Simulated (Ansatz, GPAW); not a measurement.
# Geometry or basis: what sets the conductance of a Rh chain with two B atoms in line, part 3 of 4

Aim: the conductance of a Rh chain with two B atoms in line after relaxation, and whether geometry, basis or functional moves it most.

GPAW 26.7.0 and Ansatz 0.2.0; Ansatz plane waves; relaxation of the junction with the lead ends held; PAW set soft_1 (the session's first sound run).

So far, transmission at the Fermi level (one spin): step 3 (plane waves, PBE) 0.998. Also conductance of the perfect lead (G₀): step 3 4.07.

## Step 4: Double-zeta polarised basis

The script solves lead and junction separately, takes H and S in the orbital basis, and joins semi-infinite leads through their self-energies; the dzp basis is the working standard.

This step: GPAW LCAO, PAW setups; Landauer transmission from Green's functions with principal layers (ASE), zero bias (GPAW 26.7.0).

run.py

```python
import json
import numpy as np
from ase import Atoms
from ase.transport.calculators import TransportCalculator
from gpaw import GPAW, FermiDirac
from gpaw.lcao.tools import get_lcao_hamiltonian
from scipy.linalg import eigh

# The junction with lead layers at both ends, along the third cell vector
device = Atoms(
    ['Rh', 'Rh', 'Rh', 'Rh', 'Rh', 'Rh', 'Rh', 'Rh', 'B', 'B', 'Rh', 'Rh', 'Rh', 'Rh', 'Rh', 'Rh', 'Rh', 'Rh'],
    positions=[
        [4.50000, 4.50000, 1.15000],
        [4.50000, 4.50000, 3.45000],
        [4.50000, 4.50000, 5.75000],
        [4.50000, 4.50000, 8.05000],
        [4.50000, 4.50000, 10.35000],
        [4.50000, 4.50000, 12.65000],
        [4.40344, 4.22607, 14.93034],
        [4.75920, 5.22710, 17.37737],
        [4.53954, 4.61445, 19.06673],
        [4.45909, 4.38782, 20.81498],
        [4.23823, 3.76874, 22.50289],
        [4.60794, 4.78172, 24.92741],
        [4.50000, 4.50000, 27.20680],
        [4.50000, 4.50000, 29.50680],
        [4.50000, 4.50000, 31.80680],
        [4.50000, 4.50000, 34.10680],
        [4.50000, 4.50000, 36.40680],
        [4.50000, 4.50000, 38.70680]],
    cell=[[9.0, 0.0, 0.0], [0.0, 9.0, 0.0], [0.0, 0.0, 39.8568]],
    pbc=True)

# One principal layer of the lead: the first 5 atoms of the device
lead = Atoms(
    ['Rh', 'Rh', 'Rh', 'Rh', 'Rh'],
    positions=[
        [4.50000, 4.50000, 1.15000],
        [4.50000, 4.50000, 3.45000],
        [4.50000, 4.50000, 5.75000],
        [4.50000, 4.50000, 8.05000],
        [4.50000, 4.50000, 10.35000]],
    cell=[[9.0, 0.0, 0.0], [0.0, 9.0, 0.0], [0.0, 0.0, 11.5]],
    pbc=True)

settings = dict(mode='lcao', basis='dzp', xc='PBE', h=0.2,
                occupations=FermiDirac(0.1), maxiter=250,
                mixer=dict(beta=0.1, nmaxold=8, weight=100.0),
                convergence=dict(density=0.0001))
energies = np.arange(-2, 2 + 1e-9, 0.025)
eta = 0.0001
n1, n2 = 1, 1
# k and -k transmit alike, so half of the mesh across the current serves
mesh = [(i, j) for i in range(n1) for j in range(n2) if (i, j) <= (-i % n1, -j % n2)]
weights = np.array([1 if (i, j) == (-i % n1, -j % n2) else 2 for i, j in mesh]) / (n1 * n2)

# [... helper functions left out ...]
fermi_lead = ground_state(lead, (1, 1, 10), 'lead.txt')
fermi_device = ground_state(device, (1, 1, 2), 'device.txt')
# [... loop over the mesh left out, but for ...]
        # Shift the lead onto the potential of the device's first layer
        shift = ((H[:, 0, 0] - H0[:, 0, 0]) / S0[0, 0]).real.mean()
# [...]
kT = 8.617333e-5 * 300
bias = [0.1, 0.2, 0.5, 1.0, 1.5, 2.0]
# [... integrals and printing left out ...]
```

Command:

```
> OMP_NUM_THREADS=1 OPENBLAS_NUM_THREADS=1 python run.py
```

Numbers of over 12 decimals in the logs are rounded to 6 here.

The program printed:

```text
basis functions: device 458, principal layer 135
Fermi level: lead -3.7264 eV, device -3.6911 eV; lead shifted by 0.0009 eV
largest coupling past the next layer 2.07e-04 eV, largest misfit of the first layer 0.133 eV
  E-E_F (eV)   T (one spin)  [channel counts left out]
    -2.000    1.1966e+00
    -1.975    1.3755e+00
    -1.950    1.3703e+00
    -1.925    1.1324e+00
    -1.900    8.6378e-01
    -1.875    6.6908e-01
    -1.850    5.4121e-01
    -1.825    4.5589e-01
    -1.800    3.9627e-01
    -1.775    3.5257e-01
    -1.750    3.1918e-01
    -1.725    2.9281e-01
    -1.700    2.7144e-01
    -1.675    2.5379e-01
    -1.650    2.3897e-01
    -1.625    2.2642e-01
[...]
1.825    2.1118e-01
     1.850    2.1260e-01
     1.875    2.1405e-01
     1.900    2.1554e-01
     1.925    2.1707e-01
     1.950    2.1867e-01
     1.975    2.2035e-01
     2.000    2.2212e-01
conductance at 300 K: 1.0199 G0 a cell; thermopower 3.881 uV/K
current from the zero-bias T(E) at 0.1 V: 7.9367 uA
current from the zero-bias T(E) at 0.2 V: 16.017 uA
current from the zero-bias T(E) at 0.5 V: 40.438 uA
current from the zero-bias T(E) at 1.0 V: 77.062 uA
current from the zero-bias T(E) at 1.5 V: 102.06 uA
current from the zero-bias T(E) at 2.0 V: 126.21 uA
```

Run time: 6.5 min. Hardware: 1 thread of Intel Xeon Platinum 8488C (Sapphire Rapids), shared host; peak memory 1.6 GiB.

Numbers from this step:

```
conductance                                    : 1.020 G₀
largest coupling past the next principal layer : 2.07e-4 eV
largest misfit of the first principal layer    : 0.1330 eV
shift that aligns the lead                     : 8.81e-4 eV
basis functions of the junction                : 458
basis functions of a principal layer           : 135
transmission at the Fermi level (one spin)     : 1.009
```

One spin. Table of transmission, zone mean by energy, zero at the Fermi level:

```tsv
energy (eV)	transmission, zone mean
-2.000	1.20
-1.975	1.38
-1.900	0.864
-1.800	0.396
-1.700	0.271
-1.600	0.216
-1.500	0.186
-1.400	0.171
-1.300	0.167
-1.200	0.180
-1.100	0.235
-1.000	0.234
-0.900	0.250
-0.800	0.279
-0.700	0.293
-0.600	0.327
-0.500	0.589
-0.400	1.02
-0.300	1.08
-0.200	1.14
-0.150	1.15
-0.100	1.13
0.000	1.01
0.100	0.994
0.200	0.970
0.300	0.946
0.400	0.927
0.500	0.917
0.600	0.916
0.700	0.927
0.800	0.956
0.900	1.01
0.975	1.04
1.000	1.04
1.100	0.208
1.200	0.0360
1.300	0.119
1.400	0.159
1.500	0.184
1.600	0.196
1.700	0.204
1.800	0.210
1.900	0.216
2.000	0.222
```

Not self-consistent under bias; the bias window is split evenly. Current through one cell, from the zero-bias transmission against bias:

```tsv
bias (V)	current through one cell, from the zero-bias transmission (μA)
0.100	7.94
0.200	16.0
0.500	40.4
1.000	77.1
1.500	102
2.000	126
```

The transmission of the three most open eigenchannels by energy, zero at the Fermi level:

```tsv
energy (eV)	channel 1	channel 2	channel 3
-2.000	0.736	0.459	0.00189
-1.900	0.517	0.344	0.00233
-1.800	0.265	0.129	0.00294
-1.700	0.212	0.0556	0.00377
-1.600	0.177	0.0333	0.00496
-1.500	0.155	0.0244	0.00669
-1.400	0.141	0.0207	0.00935
-1.300	0.133	0.0201	0.0137
-1.200	0.133	0.0238	0.0223
-1.100	0.129	0.0657	0.0396
-1.000	0.136	0.0683	0.0298
-0.900	0.130	0.0863	0.0337
-0.800	0.169	0.0699	0.0397
-0.700	0.218	0.0427	0.0323
-0.600	0.297	0.0198	0.00989
-0.500	0.568	0.0170	0.00230
-0.400	0.972	0.0407	0.00335
-0.300	0.994	0.0702	0.0142
-0.200	0.956	0.0975	0.0814
-0.100	0.933	0.124	0.0689
0.000	0.964	0.0262	0.0184
0.100	0.959	0.0217	0.0138
0.200	0.937	0.0186	0.0142
0.300	0.914	0.0160	0.0155
0.400	0.896	0.0176	0.0138
0.500	0.884	0.0205	0.0119
0.600	0.881	0.0246	0.0104
0.700	0.888	0.0303	0.00902
0.800	0.911	0.0378	0.00719
0.900	0.960	0.0450	0.00196
1.000	0.995	0.0416	0.00107
1.100	0.208	5.5e-8	1.2e-8
1.200	0.0360	4.4e-8	4.9e-9
1.300	0.119	4.8e-8	1.1e-11
1.400	0.159	4.9e-8	0
1.500	0.184	4.9e-8	0
1.600	0.196	4.9e-8	0
1.700	0.204	4.9e-8	0
1.800	0.210	4.9e-8	0
1.900	0.216	4.9e-8	0
2.000	0.222	4.8e-8	0
```

At the Fermi level T is 1.01 against 0.998 in plane waves. Couplings past the next layer reach 2.1e-4 eV, small enough to drop; the matrix elements of the cell's first layer differ from the bulk lead's by up to 0.13 eV. That layer keeps its own values in the calculation, and only beyond it is the lead taken as perfect. The Fermi levels of lead and junction count from different zeros of potential, one for each periodic cell; with both set to zero, the small remaining shift is what aligns them. By hand: G = 1.020 × 77.48 μS = 79.0 μS, a resistance of 12.7 kΩ; at 0.1 V a linear junction would pass 7.90 μA, and the integral over the bias window gives 7.94 μA.

## Step 5: Single-zeta polarised basis

The second zeta is dropped, the polarisation orbitals stay.

run.py, as its differences from that of step 4:

```diff
@@ -45,3 +45,3 @@
 
-settings = dict(mode='lcao', basis='dzp', xc='PBE', h=0.2,
+settings = dict(mode='lcao', basis='szp(dzp)', xc='PBE', h=0.2,
                 occupations=FermiDirac(0.1), maxiter=250,
```

The program printed:

```text
basis functions: device 258, principal layer 75
Fermi level: lead -3.6290 eV, device -3.6353 eV; lead shifted by 0.0014 eV
largest coupling past the next layer 2.08e-04 eV, largest misfit of the first layer 0.142 eV
  E-E_F (eV)   T (one spin)  [channel counts left out]
    -2.000    9.7921e-01
    -1.975    7.2069e-01
    -1.950    5.5326e-01
[...]
1.975    2.1509e-01
     2.000    2.1647e-01
conductance at 300 K: 1.0554 G0 a cell; thermopower 5.638 uV/K
current from the zero-bias T(E) at 0.1 V: 8.2231 uA
current from the zero-bias T(E) at 0.2 V: 16.624 uA
current from the zero-bias T(E) at 0.5 V: 41.912 uA
current from the zero-bias T(E) at 1.0 V: 79.186 uA
current from the zero-bias T(E) at 1.5 V: 105.05 uA
current from the zero-bias T(E) at 2.0 V: 128.58 uA
```

Run time: 3.7 min. Hardware: 1 thread; peak memory 1.5 GiB.

This step gave:

| Property | Result |
| --- | --- |
| conductance | 1.055 G₀ |
| largest coupling past the next principal layer | 2.08e-4 eV |
| largest misfit of the first principal layer | 0.1420 eV |
| shift that aligns the lead | 0.001383 eV |
| basis functions of the junction | 258 |
| basis functions of a principal layer | 75 |
| transmission at the Fermi level (one spin) | 1.035 |

The conductance, 1.06 G₀, lies 3.5 % above that of the dzp run.

## Step 6: Minimal basis

One function for each valence shell of the setup, as for a first survey of a large system.

run.py, as its differences from that of step 5:

```diff
@@ -45,3 +45,3 @@
 
-settings = dict(mode='lcao', basis='szp(dzp)', xc='PBE', h=0.2,
+settings = dict(mode='lcao', basis='sz(dzp)', xc='PBE', h=0.2,
                 occupations=FermiDirac(0.1), maxiter=250,
```

The program printed:

```text
basis functions: device 200, principal layer 60
Fermi level: lead -3.6415 eV, device -3.6512 eV; lead shifted by 0.0011 eV
largest coupling past the next layer 2.07e-04 eV, largest misfit of the first layer 0.072 eV
  E-E_F (eV)   T (one spin)  channels
    -2.000    8.1567e-01    1.0000
    -1.975    6.2737e-01    1.0000
    -1.950    5.0616e-01    3.0000
[...]
1.975    2.1757e-01    1.0000
     2.000    2.1974e-01    1.0000
conductance at 300 K: 1.0521 G0 a cell; thermopower 5.868 uV/K
current from the zero-bias T(E) at 0.1 V: 8.1988 uA
current from the zero-bias T(E) at 0.2 V: 16.575 uA
current from the zero-bias T(E) at 0.5 V: 41.763 uA
current from the zero-bias T(E) at 1.0 V: 78.918 uA
current from the zero-bias T(E) at 1.5 V: 104.98 uA
current from the zero-bias T(E) at 2.0 V: 129.52 uA
```

The job ended after 3.3 min (1 thread; peak memory 1.4 GiB).

Numbers from this step:

```yaml
conductance: 1.052 G₀
largest_coupling_past_the_next_principal_layer: 2.07e-4 eV
largest_misfit_of_the_first_principal_layer: 0.07170 eV
shift_that_aligns_the_lead: 0.001109 eV
basis_functions_of_the_junction: 200
basis_functions_of_a_principal_layer: 60
transmission_at_the_fermi_level_one_spin: 1.031
```

One spin. Table of transmission, zone mean by energy, zero at the Fermi level:

```tsv
energy (eV)	transmission, zone mean
-2.000	0.816
-1.900	0.370
-1.800	0.254
-1.700	0.202
-1.600	0.174
-1.500	0.159
-1.400	0.154
-1.300	0.159
-1.200	0.178
-1.100	0.247
-1.000	0.264
-0.900	0.271
-0.800	0.317
-0.700	0.350
-0.600	0.373
-0.500	0.579
-0.400	1.05
-0.300	1.07
-0.200	1.19
-0.150	1.21
-0.100	1.19
0.000	1.03
0.100	1.01
0.200	0.988
0.300	0.964
0.400	0.943
0.500	0.931
0.600	0.929
0.700	0.945
0.800	0.990
0.900	1.05
0.925	1.06
1.000	0.872
1.100	0.00266
1.200	0.0995
1.300	0.152
1.400	0.177
1.500	0.189
1.600	0.196
1.700	0.201
1.800	0.206
1.900	0.212
2.000	0.220
```

The conductance, 1.05 G₀, lies 3.2 % above that of the dzp run.

## Step 7: revPBE in the dzp basis: xc = "revPBE"

Back in the dzp basis, the functional changes from PBE to revPBE, to set the spread between functionals beside that between bases.

run.py, as its differences from that of step 6:

```diff
@@ -45,3 +45,3 @@
 
-settings = dict(mode='lcao', basis='sz(dzp)', xc='PBE', h=0.2,
+settings = dict(mode='lcao', basis='dzp', xc='revPBE', h=0.2,
                 occupations=FermiDirac(0.1), maxiter=250,
```

The program printed:

```text
basis functions: device 458, principal layer 135
Fermi level: lead -3.6078 eV, device -3.5733 eV; lead shifted by 0.0012 eV
largest coupling past the next layer 2.04e-04 eV, largest misfit of the first layer 0.136 eV
  E-E_F (eV)   T (one spin)  [channel counts left out]
    -2.000    1.2537e+00
    -1.975    1.4013e+00
    -1.950    1.3086e+00
[...]
1.975    2.2133e-01
     2.000    2.2295e-01
conductance at 300 K: 1.0285 G0 a cell; thermopower 3.699 uV/K
current from the zero-bias T(E) at 0.1 V: 7.9987 uA
current from the zero-bias T(E) at 0.2 V: 16.134 uA
current from the zero-bias T(E) at 0.5 V: 40.743 uA
current from the zero-bias T(E) at 1.0 V: 77.687 uA
current from the zero-bias T(E) at 1.5 V: 102.76 uA
current from the zero-bias T(E) at 2.0 V: 126.92 uA
```

Elapsed: 6.2 min, on 1 thread; peak memory 1.6 GiB.

Numbers from this step:

```yaml
conductance: 1.028 G₀
largest_coupling_past_the_next_principal_layer: 2.04e-4 eV
largest_misfit_of_the_first_principal_layer: 0.1363 eV
shift_that_aligns_the_lead: 0.001172 eV
basis_functions_of_the_junction: 458
basis_functions_of_a_principal_layer: 135
transmission_at_the_fermi_level_one_spin: 1.019
```

The conductance, 1.03 G₀, lies 0.8 % above that of the dzp run.

## Step 8: Without the relaxation: geometry = "as built"

The dzp basis with PBE on the structure as first built shows what the relaxation was worth.

run.py, as its differences from that of step 7:

```diff
@@ -18,8 +18,8 @@
         [4.50000, 4.50000, 12.65000],
-        [4.40344, 4.22607, 14.93034],
-        [4.75920, 5.22710, 17.37737],
-        [4.53954, 4.61445, 19.06673],
-        [4.45909, 4.38782, 20.81498],
-        [4.23823, 3.76874, 22.50289],
-        [4.60794, 4.78172, 24.92741],
+        [4.50000, 4.50000, 14.95000],
+        [4.50000, 4.50000, 17.25000],
+        [4.50000, 4.50000, 19.15340],
+        [4.50000, 4.50000, 20.70340],
+        [4.50000, 4.50000, 22.60680],
+        [4.50000, 4.50000, 24.90680],
         [4.50000, 4.50000, 27.20680],
@@ -45,3 +45,3 @@
 
-settings = dict(mode='lcao', basis='dzp', xc='revPBE', h=0.2,
+settings = dict(mode='lcao', basis='dzp', xc='PBE', h=0.2,
                 occupations=FermiDirac(0.1), maxiter=250,
```

The program printed:

```text
basis functions: device 458, principal layer 135
Fermi level: lead -3.7264 eV, device -3.7775 eV; lead shifted by -0.0020 eV
largest coupling past the next layer 2.07e-04 eV, largest misfit of the first layer 0.198 eV
  E-E_F (eV)   T (one spin)  [channel counts left out]
    -2.000    6.5170e-01
    -1.975    6.6461e-01
    -1.950    6.7782e-01
[...]
1.975    1.3192e-01
     2.000    1.2936e-01
conductance at 300 K: 1.8606 G0 a cell; thermopower -0.5885 uV/K
current from the zero-bias T(E) at 0.1 V: 14.403 uA
current from the zero-bias T(E) at 0.2 V: 28.728 uA
current from the zero-bias T(E) at 0.5 V: 70.556 uA
current from the zero-bias T(E) at 1.0 V: 134.51 uA
current from the zero-bias T(E) at 1.5 V: 192.92 uA
current from the zero-bias T(E) at 2.0 V: 244.88 uA
```

Elapsed: 4.6 min, on 1 thread; peak memory 1.6 GiB.

This step gave:

| Item | Value |
| --- | --- |
| conductance | 1.861 G₀ |
| largest coupling past the next principal layer | 2.07e-4 eV |
| largest misfit of the first principal layer | 0.1975 eV |
| shift that aligns the lead | -0.001953 eV |
| transmission at the Fermi level (one spin) | 1.865 |

One spin. Transmission, zone mean against energy, zero at the Fermi level:

```tsv
energy (eV)	transmission, zone mean
-2.000	0.652
-1.900	0.705
-1.800	0.756
-1.700	0.800
-1.600	0.833
-1.500	0.859
-1.400	0.886
-1.300	0.920
-1.200	0.966
-1.100	1.03
-1.000	1.12
-0.900	1.28
-0.800	1.34
-0.700	1.38
-0.600	1.43
-0.500	1.49
-0.400	1.58
-0.300	1.67
-0.200	1.76
-0.100	1.83
0.000	1.87
0.025	1.87
0.100	1.86
0.200	1.82
0.300	1.75
0.400	1.68
0.500	1.63
0.600	1.60
0.700	1.58
0.800	1.54
0.900	1.52
1.000	1.02
1.100	0.462
1.200	0.372
1.300	0.306
1.400	0.261
1.500	0.221
1.600	0.193
1.700	0.171
1.800	0.154
1.900	0.140
2.000	0.129
```

The conductance, 1.86 G₀, lies 82 % above that of the dzp run.

## Step 9: The ladder

Times are wall times on the hardware named with each run. Results by setting:

```tsv
no.	run	conductance (G₀)	time	memory (GiB)
1	pw PBE	0.9973	1.9 min	5.0
2	dzp	1.020	6.5 min	1.6
3	szp	1.055	3.7 min	1.5
4	sz	1.052	3.3 min	1.4
5	dzp revPBE	1.028	6.2 min	1.6
6	asbuilt	1.861	4.6 min	1.6
```

## Step 10: Comparison

The curves are compared point by point over the common energies.

This step: comparison of transmission and cost over codes, levels and geometry; PAW set soft_1 (GPAW 26.7.0).

Ladder, by row:

```tsv
step	code	T at the Fermi level (sum over the listed spins)	conductance (G0)	r.m.s. T(E) from the first	wall time (s)	peak memory (GiB)	threads
pw-pbe	Ansatz	0.9984	0.9973	0	112.6	4.98	4
dzp	GPAW	1.009	1.02	0.1451	387.5	1.57	1
szp	GPAW	1.035	1.055	0.2383	223	1.49	1
sz	GPAW	1.031	1.052	0.231	197.4	1.43	1
dzp-revPBE	GPAW	1.019	1.028	0.1513	369.6	1.56	1
asbuilt	GPAW	1.865	1.861	0.6636	276.6	1.57	1
```

(Continued in part 4 of 4.)

[Logs are printed without paths, hosts, clocks, repeated set-up lines and the standing remarks that a program may print on its own settings, such as how far it seeks lower states.]

[Hosts, paths, dates, database ids (printed as entryN), source tags and the programs' standing remarks are cut or masked in the printed files.]
